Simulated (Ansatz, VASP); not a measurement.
# One calculation of CaSe, two programs

```
Se Ca
1.0
     0.00000    2.95600    2.95600
     2.95600    0.00000    2.95600
     2.95600    2.95600    0.00000
Se Ca
1 1
Cartesian
  2.9560 2.9560 2.9560
  0.0000 0.0000 0.0000
```

Alike in both runs: task single point; functional PBE; k mesh 8 × 8 × 8; occupations fermi-dirac, width 0.05 eV; no spin polarisation.

```csv
,VASP,Ansatz
version,VASP 6.6.1,Ansatz 0.2.0
potentials or method,"VASP PAW PBE potentials, release 64 (Se, Ca_sv)",Ansatz PAW
plane-wave cutoff (eV),520,420
valence electrons in the cell,16,26
```

VASP gave:

| Quantity | Value |
| --- | --- |
| gap on the k mesh at the Fermi level (eV) | 2.02 |
| least direct gap on the mesh (eV) | 2.96 |
| pressure (GPa) | 1.3 |

Task: Which values does Ansatz return?

Result: gap on the k mesh at the Fermi level (eV): 2.03; least direct gap on the mesh (eV): 2.96; pressure (GPa): 1.2.

The functional is the same, so the differences come from potentials, cutoffs and numerics. The two sets of potentials don't hold the same shells in valence.

A k mesh can miss the band edges. As with any semilocal functional, this PBE gap is likely too small.
